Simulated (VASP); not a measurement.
Write the native input for VASP 6.6.1 that does the following.

```
Task                   : relaxation of cell and atoms
Functional             : PBEsol
Potentials or basis    : VASP PAW PBE potentials, release 64 (Ga_d, As)
Cutoff                 : 600 eV
k mesh                 : 10 × 10 × 10
Occupations            : gaussian, width 0.01 eV
Spin                   : no spin polarisation
Dipole correction      : no
Further INCAR settings : ALGO = Normal; EDIFF = 1e-07; IBRION = 2; EDIFFG = -0.005; NSW = 100; ISIF = 3
```

The structure of GaAs lies in POSCAR:

```
GaAs
1.0
    0.0000000000      2.8750910500      2.8750910500
    2.8750910500      0.0000000000      2.8750910500
    2.8750910500      2.8750910500      0.0000000000
Ga As
1 1
Direct
    0.0000000000      0.0000000000      0.0000000000
    0.7500000000      0.7500000000      0.7500000000
```

The cell is a database's computed one.

One way to write it, as run:

INCAR

```
SYSTEM = GaAs
PREC = Accurate ; ENCUT = 600
EDIFF = 1E-7 ; ISMEAR = 0
SIGMA = 0.01 ; LREAL = .False.
LASPH = .True. ; NELM = 100
ALGO = Normal ; ISIF = 3
LWAVE = .False. ; LCHARG = .False.
GGA = PS ; IBRION = 2
NSW = 100 ; EDIFFG = -0.005
```

KPOINTS

```
regular mesh
0
Gamma
  10 10 10
  0 0 0
```

Potentials or basis: VASP PAW PBE potentials, release 64 (Ga_d, As).

The run is started by

```console
$ cat potpaw_PBE.64/Ga_d/POTCAR potpaw_PBE.64/As/POTCAR > POTCAR
$ mpirun -np 1 vasp_std > vasp.out
```

It gave:

* Relaxed volume: 22.70 Å³/atom
* Relaxed cell: a = 4.004 Å, b = 4.004 Å, c = 4.004 Å, α = 60.00°, β = 60.00°, γ = 60.00°
* Space group after relaxing (to 0.05 Å): F-43m (No. 216)
* Energy gained by relaxing: 9.9 meV/atom
* Ionic steps: 3
* Pressure after relaxing: 0.0 GPa
* Band gap on the k mesh: 0.42 eV, direct

Caveat: the PAW data sets were made with another functional, which shifts forces and pressure a little.

It took 31 s on 1 thread of Intel(R) Xeon(R) Platinum 8488C (Sapphire Rapids) (shared host), peak memory 0.21 GiB.
